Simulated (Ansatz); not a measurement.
Pressure coefficients of TlCl

```xyz
2
Lattice="3.8340 0.0000 0.0000 0.0000 3.8340 0.0000 0.0000 0.0000 3.8340" Properties=species:S:1:pos:R:3 pbc="T T T"
Tl    0.0000    0.0000    0.0000
Cl    1.9170    1.9170    1.9170
```

The cell is COD entry 9008794, as deposited and not checked against the literature; nothing was relaxed. It is an old determination, and later ones may differ.

No spin–orbit coupling, which matters for the heavy atoms here.

All numbers below come from DFT, PBE, all-electron LAPW, scalar-relativistic in Ansatz 0.2.0.

Numerical set-up: a Γ-centred 8×8×8 k mesh, Fermi–Dirac smearing of 0.02 eV, basis error target 0.5 meV/atom, no spin polarisation.

The cell is scaled evenly with fractional coordinates held. Semilocal gaps are too small, but their slopes carry over better.

```csv
V/V(cell),P (GPa),gap on the k mesh (eV)
0.9800,1.89,2.023
1.0000,1.29,2.075
1.0200,0.75,2.124
1.0400,0.27,2.171
```

From the rows at 0.9800 and 1.0200, what is the bulk modulus at the cell's volume?

B = −ΔP/Δln V = −[(0.75) − (1.89)]/0.04001 = 28.5 GPa. This is the modulus at 1.29 GPa, not at zero pressure.

What are the gap's volume deformation potential and pressure coefficient?

dEg/dln V = (2.124 − 2.023)/0.04001 = 2.52 eV, and dEg/dP = −(dEg/dln V)/B = -88 meV/GPa: pressure narrows the gap.

Predict the row at V/V(cell) = 0.9600. How far is a linear estimate of P off?

P = 2.57 GPa, gap 1.968 eV. The linear estimate P(cell) − B ln(V/V(cell)) = 2.45 GPa misses by 0.12 GPa, since the modulus grows under compression.
